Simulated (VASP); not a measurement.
# Hf (Im-3m) in VASP: a series of runs

Runs on Hf. Level: PBEsol. Tasks: relaxation of cell and atoms.

Program: VASP 6.6.1. These are calculated values, not measurements. Logs are shortened: lines on timing, memory, paths and dates and some standing lists are left out, and cuts for length are marked.

### Step 1. Starting point

It takes space group Im-3m (No. 229, cubic). The conventional cell has a = 3.490 Å, b = 3.490 Å, c = 3.490 Å, α = 90.00°, β = 90.00°, γ = 90.00°. Hf (site symmetry m-3m) is surrounded by 8 Hf at 3.02 Å.

This isn't the form of Hf at room conditions, which is hcp.

### Step 2. Relaxation of cell and atoms, PBEsol, target pressure 0.0001 GPa, at which the enthalpy is minimised

INCAR reads:

```
PREC = Accurate
ENCUT = 520
EDIFF = 1E-7
ISMEAR = 0
SIGMA = 0.1
LREAL = False
LASPH = True
NELM = 80
ALGO = Fast
ISIF = 3
LWAVE = False
LCHARG = False
GGA = PS
IBRION = 2
NSW = 80
EDIFFG = -0.002
PSTRESS = 0.001
```

KPOINTS reads:

```
regular mesh
0
Gamma
  10 10 10
```

POSCAR reads:

```
Hf                                      
1.0
   -1.7449121749      1.7449121749      1.7449121749
    1.7449121749     -1.7449121749      1.7449121749
    1.7449121749      1.7449121749     -1.7449121749
  Hf            
     1
Direct
     0.0000000000000000    0.0000000000000000    0.0000000000000000
```

Potentials or basis: VASP PAW PBE potentials, release 64 (Hf_pv).

Command:

```bash
$ cat potpaw_PBE.64/Hf_pv/POTCAR > POTCAR
$ mpirun -np 1 vasp_std > vasp.out
```

OUTCAR:

```text
PREC = Accurate
   ENCUT = 520
   EDIFF = 1E-7
   ISMEAR = 0
   LREAL = False
   LASPH = True
   NELM = 80
   ISIF = 3
   GGA = PS
   IBRION = 2
   NSW = 80
   EDIFFG = -0.002
   PSTRESS = 0.001

 ion  position               nearest neighbor table
   1  0.000  0.000  0.000-

  LATTYP: Found a body centered cubic cell.
 ALAT       =     3.4898243498

  Lattice vectors:

 A1 = (  -1.7449121749,   1.7449121749,   1.7449121749)
 A2 = (   1.7449121749,  -1.7449121749,   1.7449121749)
 A3 = (   1.7449121749,   1.7449121749,  -1.7449121749)

Analysis of symmetry for initial positions (statically):
=====================================================================
 Subroutine PRICEL returns:
 Original cell was already a primitive cell.

 Routine SETGRP: Setting up the symmetry group for a
 body centered cubic supercell.

 Subroutine GETGRP returns: Found 48 space group operations
 (whereof 48 operations were pure point group operations)
 out of a pool of 48 trial point group operations.

The static configuration has the point symmetry O_h .

Analysis of symmetry for dynamics (positions and initial velocities):
=====================================================================
 Subroutine PRICEL returns:
 Original cell was already a primitive cell.

 Routine SETGRP: Setting up the symmetry group for a
 body centered cubic supercell.

 Subroutine GETGRP returns: Found 48 space group operations
 (whereof 48 operations were pure point group operations)
 out of a pool of 48 trial point group operations.

The dynamic configuration has the point symmetry O_h .

 Subroutine INISYM returns: Found 48 space group operations
 (whereof 48 operations are pure point group operations),
 and found     1 'primitive' translations

----------------------------------------------------------------------------------------

                                     Primitive cell

  volume of cell :      21.2511

  direct lattice vectors                    reciprocal lattice vectors
    -1.744912175  1.744912175  1.744912175     0.000000000  0.286547373  0.286547373
     1.744912175 -1.744912175  1.744912175     0.286547373  0.000000000  0.286547373
     1.744912175  1.744912175 -1.744912175     0.286547373  0.286547373  0.000000000

  length of vectors
     3.022276542  3.022276542  3.022276542     0.405239181  0.405239181  0.405239181

  position of ions in fractional coordinates (direct lattice)
     0.000000000  0.000000000  0.000000000

  ion indices of the primitive-cell ions
   primitive index   ion index
                 1           1

----------------------------------------------------------------------------------------

 KPOINTS: regular mesh

Automatic generation of k-mesh.
 Grid dimensions read from file:
 generate k-points for:   10   10   10

 Generating k-lattice:

  Cartesian coordinates                     Fractional coordinates (reciprocal lattice)
     0.000000000  0.028654737  0.028654737     0.100000000  0.000000000  0.000000000
     0.028654737  0.000000000  0.028654737     0.000000000  0.100000000  0.000000000
     0.028654737  0.028654737  0.000000000     0.000000000  0.000000000  0.100000000

  Length of vectors
     0.040523918  0.040523918  0.040523918

  Shift w.r.t. Gamma in fractional coordinates (k-lattice)
     0.000000000  0.000000000  0.000000000

 Subroutine IBZKPT returns following result:
 ===========================================

 Found     47 irreducible k-points:

 Following reciprocal coordinates:
            Coordinates               Weight
  0.000000  0.000000  0.000000      1.000000
  0.100000  0.000000  0.000000     12.000000
  0.200000  0.000000  0.000000     12.000000
  0.300000  0.000000  0.000000     12.000000
  0.400000  0.000000  0.000000     12.000000
  0.500000  0.000000  0.000000      6.000000
[... 16 lines left out ...]
  0.300000  0.300000  0.100000      8.000000
 -0.300000  0.300000  0.100000     24.000000
 [... further k-points ...]
   k-points           NKPTS =     47   k-points in BZ     NKDIM =     47   number of bands    NBANDS=      9
   number of dos      NEDOS =    301   number of ions     NIONS =      1
   total plane-waves  NPLWV =  13824
   dimension x,y,z NGX =    24 NGY =   24 NGZ =   24
   dimension x,y,z NGXF=    48 NGYF=   48 NGZF=   48
   ions per type =               1
   NGX,Y,Z   is equivalent  to a cutoff of  13.20, 13.20, 13.20 a.u.
   NGXF,Y,Z  is equivalent  to a cutoff of  26.40, 26.40, 26.40 a.u.
 SYSTEM =  unknown system
   PREC   = accura    normal or accurate (medium, high low for compatibility)
   ISTART =      0    job   : 0-new  1-cont  2-samecut
   ICHARG =      2    charge: 1-file 2-atom 10-const
   ISPIN  =      1    spin polarized calculation?
   LNONCOLLINEAR =      F non collinear calculations
   LSORBIT =      F    spin-orbit coupling
   LASPH  =      T    aspherical Exc in radial PAW
   ENCUT  =  520.0 eV  38.22 Ry    6.18 a.u.   5.62  5.62  5.62*2*pi/ulx,y,z
   NELM   =     80;   NELMIN=  2; NELMDL= -5     # of ELM steps
   EDIFF  = 0.1E-06   stopping-criterion for ELM
   LREAL  =      F    real-space projection
   EDIFFG = -.2E-02   stopping-criterion for IOM
   NSW    =     80    number of steps for IOM
   IBRION =      2    ionic relax: 0-MD 1-quasi-New 2-CG
   NFREE  =      1    steps in history (QN), initial steepest desc. (CG)
   ISIF   =      3    stress and relaxation
   ISYM   =      2    0-nonsym 1-usesym 2-fastsym
   POTIM  = 0.5000    time-step for ionic-motion
   TEBEG  =    0.0;   TEEND  =   0.0 temperature during run
   PSTRESS=    0.0 pullay stress
   NELECT =      10.0000    total number of electrons
   NUPDOWN=      -1.0000    fix difference up-down
   EMIN   =  10.00;   EMAX   =-10.00  energy-range for DOS
   EFERMI =   0.00;   METHOD = LEGACY
   ISMEAR =     0;   SIGMA  =   0.10  broadening in eV -4-tet -1-fermi 0-gaus
   EFERMI_NEDOS =   21; number of points for ismear=-14 and -15
   IALGO  =     68    algorithm
   IMIX   =      4    mixing-type and parameters
     AMIX     =   0.40;   BMIX     =  1.00
     AMIX_MAG =   1.60;   BMIX_MAG =  1.00
  volume/ion in A,a.u.               =      21.25       143.41
  Fermi-wavevector in a.u.,A,eV,Ry     =   1.273350  2.406283 22.060775  1.621421
  Thomas-Fermi vector in A             =   2.406179
   LORBIT       =      0    0 simple, 1 ext, 2 COOP (PROOUT), +10 PAW based schemes
   GGA     = PS    functional components
   LHFCALC =     F    Hartree Fock is set to
   AEXX    =    0.0000 exact exchange contribution
   IVDW    =     0    specifies the selected vdW correction
   LEPSILON=     F    determine dielectric tensor
   LRPA    =     F    only Hartree local field effects (RPA)
 conjugate gradient relaxation of ions
 non-spin polarized calculation
 RMM-DIIS sequential band-by-band and
 Gauss-broadening in eV      SIGMA  =   0.10
  energy-cutoff  :      520.00
  volume of cell :       21.25
 maximum number of plane-waves:       603
   NGX = 11   NGY = 11   NGZ = 11

 number of electron      10.0000000 magnetization

 number of electron       9.9999998 magnetization

 Free energy of the ion-electron system (eV)
  ---------------------------------------------------
  ext. energy  EPLUGINS =         0.00000000
  ---------------------------------------------------
  free energy    TOTEN  =       -10.34002507 eV

  energy without entropy =      -10.33231005  energy(sigma->0) =      -10.33616756

 E-fermi :   4.7878     XC(G=0): -11.6276

 val. band max:        4.7784064314   @ k =   0.3000   0.0000   0.0000
 cond. band min:       4.8176948320   @ k =   0.3000   0.2000   0.0000
 fundamental gap:      0.0392884006
 Fermi energy:         4.7878338317

 k-point     1 :       0.0000    0.0000    0.0000
  band No.  band energies     occupation
      1     -24.8154      2.00000
      2     -24.8154      2.00000
      3     -24.8154      2.00000
      4      -2.4433      2.00000
      5       6.3126      0.00000
      6       6.3126      0.00000
      7       6.3126      0.00000
      8       9.2589      0.00000
      9       9.2589      0.00000

 k-point     2 :       0.1000    0.0000    0.0000
  band No.  band energies     occupation
      1     -24.9161      2.00000
      2     -24.8464      2.00000
      3     -24.8160      2.00000
      4      -2.0538      2.00000
      5       6.0426      0.00000
      6       6.1883      0.00000
      7       6.7010      0.00000
      8       8.8672      0.00000
      9       9.2559      0.00000

 k-point     3 :       0.2000    0.0000    0.0000
  band No.  band energies     occupation
      1     -25.1716      2.00000
      2     -24.9265      2.00000
      3     -24.8174      2.00000
      4      -1.0056      2.00000
      5       5.4227      0.00000
      6       5.6384      0.00000
      7       7.8317      0.00000
      8       8.6114      0.00000
      9       9.3200      0.00000

 k-point     4 :       0.3000    0.0000    0.0000
  band No.  band energies     occupation
      1     -25.4727      2.00000
      2     -25.0237      2.00000
      3     -24.8193      2.00000
      4       0.2811      2.00000
      5       4.7784      1.10606
      6       5.1072      0.00001
      7       8.9197      0.00000
      8       9.5611      0.00000
      9       9.5861      0.00000
[... 205 lines left out ...]
 k-point    22 :      -0.2000    0.2000    0.1000
  band No.  band energies     occupation
      1     -25.1730      2.00000
      2     -24.9592      2.00000
      3     -24.8946      2.00000
      4      -0.6516      2.00000
      5       5.7321      0.00000
      6       5.7357      0.00000
      7       7.4004      0.00000
      8       7.6969      0.00000
      9      10.0267      0.00000

 k-point    23 :       0.3000    0.3000    0.1000
  band No.  band energies     occupation
      1     -25.4379      2.00000
      2     -25.4379      2.00000
      3     -25.0259      2.00000
      4       3.2789      2.00000
      5       4.3229      2.00000
      6       4.3229      2.00000
      7      10.1019      0.00000
      8      10.1019      0.00000
      9      11.7616      0.00000

 k-point    24 :      -0.3000    0.3000    0.1000
  band No.  band energies     occupation
      1     -25.4590      2.00000
      2     -25.0581      2.00000
      3     -24.8930      2.00000
      4       0.6212      2.00000
      5       4.9574      0.01648
      6       5.1368      0.00000
      7       7.8551      0.00000
      8       9.4462      0.00000
      9      10.1531      0.00000

 [... further k-points ...]

------------------------ aborting loop because EDIFF is reached ----------------------------------------

  FORCE on cell =-STRESS in cart. coord.  units (eV):
  Direction    XX          YY          ZZ          XY          YZ          ZX
  --------------------------------------------------------------------------------------
  -------------------------------------------------------------------------------------
  Total        0.0015602      0.0015602      0.0015602      0.0000000     -0.0000000      0.0000000
  in kB        0.1176275      0.1176275      0.1176275      0.0000000     -0.0000000      0.0000000
  external PRESSURE =       0.1166275 kB  Pullay stress =       0.0010000 kB

 VOLUME and BASIS-vectors are now :
 -----------------------------------------------------------------------------
  energy-cutoff  :      520.00
  volume of cell :       21.25
      direct lattice vectors                 reciprocal lattice vectors
    -1.744912175  1.744912175  1.744912175     0.000000000  0.286547373  0.286547373
     1.744912175 -1.744912175  1.744912175     0.286547373  0.000000000  0.286547373
     1.744912175  1.744912175 -1.744912175     0.286547373  0.286547373  0.000000000

 POSITION                                       TOTAL-FORCE (eV/Angst)
 -----------------------------------------------------------------------------------
      0.00000      0.00000      0.00000         0.000000     -0.000000      0.000000
 -----------------------------------------------------------------------------------
    total drift:                                0.000000      0.000000      0.000000

  FREE ENERGIE OF THE ION-ELECTRON SYSTEM (eV)
  ---------------------------------------------------
  free  energy   TOTEN  =       -10.3400250669 eV

  energy  without entropy=      -10.3323100509  energy(sigma->0) =      -10.33616756

  enthalpy is  TOTEN    =       -10.3400118030 eV   P V=        0.0000132639

 reached required accuracy - stopping structural energy minimisation
```

Wall time 10 s (1 thread of Intel Xeon Platinum 8488C (Sapphire Rapids), shared host); peak memory 0.14 GiB.

Results:

```
Free energy             : -10.3400 eV
Pressure after relaxing : 0.0 GPa
Band gap on the k mesh  : none (metal or under the smearing width)
```

Final structure:
```xyz
1
Lattice="-1.7449 1.7449 1.7449 1.7449 -1.7449 1.7449 1.7449 1.7449 -1.7449" Properties=species:S:1:pos:R:3 pbc="T T T"
Hf    0.0000    0.0000    0.0000
```

Caveat: the relaxation stopped at its first step, so nothing moved; the cell is relaxed towards a set pressure, so the enthalpy falls and the energy may rise; the PAW data sets were made with another functional, which shifts forces and pressure a little. Spin-orbit coupling is left out, which matters for the levels of Hf.

### Step 3. Relaxation of cell and atoms, PBEsol, target pressure 100 GPa, at which the enthalpy is minimised

This run uses another cell than the first one, of 14.55 Å³/atom, 0.685 times its volume.

INCAR, as its differences from that of step 2:

```diff
@@ -16,2 +16,2 @@
 EDIFFG = -0.002
-PSTRESS = 0.001
+PSTRESS = 1000
```

KPOINTS is that of step 2.

POSCAR reads:

```
Hf                                      
1.0
   -1.5380061004      1.5380061004      1.5380061004
    1.5380061004     -1.5380061004      1.5380061004
    1.5380061004      1.5380061004     -1.5380061004
  Hf            
     1
Direct
     0.0000000000000000    0.0000000000000000    0.0000000000000000
```

Potentials or basis: VASP PAW PBE potentials, release 64 (Hf_pv).

Command:

```bash
$ cat potpaw_PBE.64/Hf_pv/POTCAR > POTCAR
$ mpirun -np 1 vasp_std > vasp.out
```

Run time: 24 s. Hardware: 1 thread of Intel Xeon Platinum 8488C (Sapphire Rapids), shared host; peak memory 0.14 GiB.

It converged, with:

```yaml
Free_energy: -8.6816 eV
Relaxed_volume: 13.64 Å³/atom
Relaxed_cell: a = 2.607 Å, b = 2.607 Å, c = 2.607 Å, α = 109.47°, β = 109.47°, γ = 109.47°
Space_group_after_relaxing_to_0.05_Å: Im-3m (No. 229)
Energy_change_on_relaxing_the_enthalpy_is_what_falls: +497.7 meV/atom
Ionic_steps: 5
Pressure_after_relaxing: 100.0 GPa
Band_gap_on_the_k_mesh: none (metal or under the smearing width)
```

Step by step:
```
step  energy change (eV)  largest force (eV/Å)  pressure (GPa)  volume (Å³)
   1              0.0000                0.0000           75.00        14.55
   2              4.1647                0.0000          283.66        10.27
   3              0.4379                0.0000           97.14        13.73
   4              0.4854                0.0000           99.41        13.66
   5              0.4977                0.0000          100.01        13.64
```

Final structure:
```xyz
1
Lattice="-1.5051 1.5051 1.5051 1.5051 -1.5051 1.5051 1.5051 1.5051 -1.5051" Properties=species:S:1:pos:R:3 pbc="T T T"
Hf    0.0000    0.0000    0.0000
```

Levels at points of the mesh, in eV from the Fermi level:
```tsv
k point	band 3	band 4	band 5	band 6	band 7	band 8
(0.00, 0.00, 0.00)	-27.84	-8.10	1.64	1.64	1.64	6.11
(0.50, 0.00, 0.00)	-27.92	-5.36	-1.93	4.72	6.52	8.07
(0.50, 0.50, 0.50)	-30.21	-5.58	-5.58	11.27	11.27	11.27
```

Caveat: the cell is relaxed towards a set pressure, so the enthalpy falls and the energy may rise; the PAW data sets were made with another functional, which shifts forces and pressure a little. The run has no spin-orbit coupling, so splittings on Hf are missing.

### Step 4. Relaxation of cell and atoms, PBEsol, target pressure 100 GPa, at which the enthalpy is minimised

This run uses another cell than the first one, of 13.64 Å³/atom, 0.642 times its volume.

INCAR is that of step 3.

KPOINTS is that of step 3.

POSCAR reads:

```
Hf                                      
1.0
   -1.5050586938      1.5050586938      1.5050586938
    1.5050586938     -1.5050586938      1.5050586938
    1.5050586938      1.5050586938     -1.5050586938
  Hf            
     1
Direct
     0.0000000000000000    0.0000000000000000    0.0000000000000000
```

Command:

```bash
$ cat potpaw_PBE.64/Hf_pv/POTCAR > POTCAR
$ mpirun -np 1 vasp_std > vasp.out
```

Wall time 6.6 s (1 thread of Intel Xeon Platinum 8488C (Sapphire Rapids), shared host); peak memory 0.13 GiB.

Results (log left out):

```yaml
Free_energy: -8.6813 eV
Pressure_after_relaxing: 100.0 GPa
Band_gap_on_the_k_mesh: none (metal or under the smearing width)
```

Final structure:
```yaml
crystal:
  lattice:
    - [-1.50506, 1.50506, 1.50506]
    - [1.50506, -1.50506, 1.50506]
    - [1.50506, 1.50506, -1.50506]
  atoms:
    - { symbol: Hf, position: [0.00000, 0.00000, 0.00000] }
```

Levels at points of the mesh, in eV from the Fermi level:
```tsv
k point	band 2	band 3	band 4	band 5	band 6	band 7	band 8	band 9
(0.00, 0.00, 0.00)	-27.84	-27.84	-8.10	1.64	1.64	1.64	6.11	6.11
(0.50, 0.00, 0.00)	-28.93	-27.92	-5.36	-1.93	4.72	6.52	8.07	13.15
(0.50, 0.50, 0.50)	-30.21	-30.21	-5.58	-5.58	11.27	11.27	11.27	12.80
```

Caveat: the relaxation stopped at its first step, so nothing moved; the cell is relaxed towards a set pressure, so the enthalpy falls and the energy may rise; the PAW data sets were made with another functional, which shifts forces and pressure a little.
